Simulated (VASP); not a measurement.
A run of VASP 6.6.1 is set up as follows.

The input INCAR:

```
ALGO = Normal ; EDIFF = 1E-7
EDIFFG = -0.01 ; ENCUT = 520
GGA = CA ; IBRION = 2
ISIF = 2 ; ISMEAR = 0
ISPIN = 2 ; LASPH = T
LCHARG = F ; LORBIT = 11
LREAL = F ; LWAVE = F
MAGMOM = 0.5 0.5 ; NELM = 80
NSW = 60 ; NUPDOWN = 2
PREC = Accurate ; SIGMA = 0.02
```

The input KPOINTS:

```
k-points
0
Gamma
  1 1 1
```

POSCAR

```
O
1.0
   10.0000000000      0.0000000000      0.0000000000
    0.0000000000     10.5000000000      0.0000000000
    0.0000000000      0.0000000000     11.0000000000
O
2
Direct
    0.5000000000      0.5000000000      0.5566343636
    0.5000000000      0.5000000000      0.4433656364
```

Potentials or basis: VASP PAW LDA potentials, release 64 (O).

The run is started by

```bash
$ cat potpaw_LDA.64/O/POTCAR > POTCAR
$ mpirun -np 1 vasp_std > vasp.out
```

Q: Predict the energy gained by relaxing.

A: 11.4 meV/atom.

The path:
```tsv
step	energy change (eV)	largest force (eV/Å)	pressure (GPa)
1	0.0000	1.7690	-0.11
2	1.1900	19.9756	0.98
3	-0.0225	0.1940	0.00
4	-0.0228	0.0186	-0.01
5	-0.0228	0.0199	-0.01
6	-0.0227	0.1034	-0.02
7	-0.0228	0.0002	-0.01
```

Caveat: the standard files for N, O and F lose accuracy on very short bonds; the total moment is fixed, so each spin has its own Fermi level.
